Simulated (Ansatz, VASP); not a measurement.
# RbBr in VASP and in Ansatz

File INCAR:

```
SYSTEM = RbBr
  PREC = Accurate
  ENCUT = 520
  EDIFF = 1E-6
  ISMEAR = -1
  SIGMA = 0.02
  LREAL = .FALSE.
  LASPH = .TRUE.
  NELM = 60
  ALGO = Normal
  ISIF = 2
  LWAVE = .FALSE.
  LCHARG = .FALSE.
  GGA = PE
  NBANDS = 15
```

KPOINTS

```
Automatic mesh
0
G
  6 6 6
  0 0 0
```

Contents of POSCAR:

```
RbBr
1.0
    4.1242532581      0.0000000000      0.0000000000
    0.0000000000      4.3358274503      0.0000000000
    0.0000000000      0.0000000000      4.1242532581
Rb Br
1 1
Direct
    0.0000000000      0.0000000000      0.0000000000
    0.5000000000      0.5000000000      0.5000000000
```

Input for Ansatz:

```yaml
crystal:
  lattice:
    - [4.1242532581, 0.0, 0.0]
    - [0.0, 4.3358274503, 0.0]
    - [0.0, 0.0, 4.1242532581]
  atoms:
    - { symbol: Rb, position: [0.0, 0.0, 0.0] }
    - { symbol: Br, position: [0.5, 0.5, 0.5] }
kpoints:
  mp_grid: { grid: [6, 6, 6] }
  band_path:
    path:
      - [0.0, 0.0, 0.0]
      - [0.0, 0.5, 0.0]
      - [0.5, 0.5, 0.0]
      - [0.5, 0.5, 0.5]
      - [0.0, 0.5, 0.5]
    npoints: 1
hamiltonian:
  xc: pbe
scf:
  occupations: { method: fermi_dirac, width: 0.02 }
  n_extra_bands: 4
output:
  forces: true
  stress: true
  eigenvalues: true
  write_density: true
  write_potential: true
  elf: true
  volumetric_format: npy
```

Change from the starting cell: uniaxial_y strain +5.1%.

Alike in both runs: task single point; functional PBE; k mesh 6 × 6 × 6; occupations fermi-dirac, width 0.02 eV; no spin polarisation.

|  | VASP | Ansatz |
| --- | --- | --- |
| version | VASP 6.6.1 | Ansatz 0.2.0 |
| potentials or method | VASP PAW PBE potentials, release 64 (Rb_sv, Br) | plane waves, PAW |
| plane-wave cutoff (eV) | 520 | 420 |
| valence electrons in the cell | 16 | 16 |

Ansatz gave:

- gap on the k mesh at the Fermi level (eV): 3.82
- pressure (GPa): 0.0
- largest component of the traceless stress (GPa): 0.94

**Question.** What did VASP give for the same quantities?

**Answer.** gap on the k mesh at the Fermi level (eV): 3.82; pressure (GPa): 0.1; largest component of the traceless stress (GPa): 0.94.

With one functional, cell and mesh, what is left measures potentials, basis and numerics.

A k mesh can miss the band edges.
